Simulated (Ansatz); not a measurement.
## Deforming Y

```yaml
crystal:
  lattice:
    - [3.65150, 0.00000, 0.00000]
    - [-1.82575, 3.16229, 0.00000]
    - [0.00000, 0.00000, 5.74740]
  atoms:
    - { symbol: Y, position: [0.33333, 0.66667, 0.25000] }
    - { symbol: Y, position: [0.66667, 0.33333, 0.75000] }
```

Atoms are numbered in the order listed.

The cell is COD entry 1539818, as deposited and not checked against the literature; nothing was relaxed.

The calculation used DFT, PBE, all-electron LAPW, scalar-relativistic in Ansatz 0.2.0.

Sampling and basis: a Γ-centred 12×12×7 k mesh, Fermi–Dirac smearing of 0.08 eV, basis error target 0.25 meV/atom, no spin polarisation.

The unchanged cell is at -0.31 GPa, so energy changes include a term −P ΔV where the volume moves.

In a metal, stresses and small energies carry noise from the k mesh.

x, y and z are the Cartesian axes of the cell as listed; fractional coordinates follow a strain, and an engineering shear is twice the off-diagonal strain component.

(1) One change gave: energy change under 1 meV/atom; stress change (xx, yy, zz, yz, xz, xy) -0.42, -0.42, 0.85, 0.00, 0.00, 0.00 GPa, compression positive. Which change was it?
A. atom 2 (Y) moved by (0.0800, 0.0000, 0.0000) Å
B. x and y strained by -4 %, z held
C. z strained by -1.5 % at fixed volume

Answers

(1) C. For x and y strained by -4 %, z held: energy change +32 meV/atom; stress change (xx, yy, zz, yz, xz, xy) 4.33, 4.33, 2.02, 0.00, 0.00, 0.00 GPa, compression positive. For atom 2 (Y) moved by (0.0800, 0.0000, 0.0000) Å: energy change +2 meV/atom; stress change (xx, yy, zz, yz, xz, xy) -0.03, -0.01, 0.03, 0.00, 0.00, 0.27 GPa, compression positive; change of the force on Y2 (-0.094, -0.002, 0.000) eV/Å.
